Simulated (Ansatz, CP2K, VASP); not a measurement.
## GaN: programs and potentials compared

```
Ga N
1.0
     3.18000    0.00000    0.00000
    -1.59000    2.75396    0.00000
     0.00000    0.00000    5.16600
Ga N
2 2
Direct
  0.66667 0.33333 0.50000
  0.33333 0.66667 0.00000
  0.66667 0.33333 0.87500
  0.33333 0.66667 0.37500
```

Alike in all runs: task single point; functional PBE; k mesh 10 × 10 × 5; occupations gaussian, width 0.011 eV; no spin polarisation; no spin-orbit coupling. Pressure is positive in compression and, in plane waves, holds the error of the finite cutoff, which Ansatz's Pulay term estimates and takes out.

```
                                                     program and potentials  plane-wave cutoff (eV)                             notes  pressure (GPa)  largest force (eV/Å)
                                                         Ansatz, Ansatz PAW                     420  Pulay term of +0.52 GPa included            7.29                 0.137
CP2K, POTENTIAL_UZH Ga GTH-PBE-q13, N GTH-PBE-q5; TZVP-MOLOPT-PBE-GTH basis                       -                      atomic basis            9.36                     -
                                        VASP, PBE PAW files Ga_d, N, 520 eV                     520                                 -            7.43                 0.135
```

Force on atom 1 (Ga), eV/Å:

| program and potentials | x | y | z |
| --- | --- | --- | --- |
| Ansatz, Ansatz PAW | 0.000 | 0.000 | -0.137 |
| VASP, PBE PAW files Ga_d, N, 520 eV | 0.000 | 0.000 | -0.135 |

The pressure spans 7.29 (Ansatz, Ansatz PAW) to 9.36 GPa (CP2K, POTENTIAL_UZH Ga GTH-PBE-q13, N GTH-PBE-q5; TZVP-MOLOPT-PBE-GTH basis). Rows in atomic bases carry the error of their basis and grid, which can be large.

Differences between rows come from potentials, basis sets and numerical settings, since the functional is the same but for its coding. Runs on potential files found faulty are left out.
